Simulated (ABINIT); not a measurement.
Planning a run of ABINIT 10.8.3 on BeTe (F-43m). The input:

```
acell 3*1.0 Angstrom
rprim 
  0.000000000000 2.770000000000 2.770000000000
  2.770000000000 0.000000000000 2.770000000000
  2.770000000000 2.770000000000 -0.000000000000
ntypat 2
znucl 4 52
natom 2
typat 1 2
xred 
  0.000000000000 0.000000000000 0.000000000000
  0.250000000000 0.250000000000 0.250000000000
pp_dirpath "pseudos"
pseudos "Be.upf, Te.upf"
ecut 38
ngkpt 4 4 4
nshiftk 1
shiftk 0 0 0
kptopt 1
chksymbreak 0
istwfk *1
occopt 1
irdwfk 1
optdriver 3
nband 79
ecuteps 6.5
inclvkb 2
awtr 1
symchi 1
indata_prefix "in"
outdata_prefix "out"
tmpdata_prefix "tmp"
```

The database entry behind the starting cell differs from later determinations by our own check (an axis about 1.5 % short against later determinations), so it need not match the best structure at ambient conditions.

```sh
OMP_NUM_THREADS=1 mpirun -n 4 abinit run.abi > log
```

**Question.** Estimate wall time and host memory on 4 MPI ranks of Arm Neoverse V2, shared host.

It took 16 s; on shared hardware allow 8.1 s to 32 s. Peak host memory was 0.73 GiB.

[Paths, hosts, dates, memory and timing lines, banners, echoed tables and standing remarks are left out of the program output.]

[Logs are printed without paths, hosts, clocks, repeated set-up lines and the standing remarks that a program may print on its own settings, such as how far it seeks lower states.]

[Runs of the session that timed out or met a known fault of the program may be left out.]

[No measured gap is set beside runs whose start may be inverted or whose files or cutoffs have a known fault.]

[Hosts, paths, dates, database ids (printed as entryN), source tags and the programs' standing remarks are cut or masked in the printed files.]

[G0W0 gaps are taken among the corrected bands and points alone; a level outside them can change the order at an edge.]

[Where Ansatz stands beside ABINIT at settings called matched, ABINIT's density can come from a denser mesh and the files from another edition; pairs whose starting gaps differed by over 0.03 eV were left out, so agreement reads better than it is.]
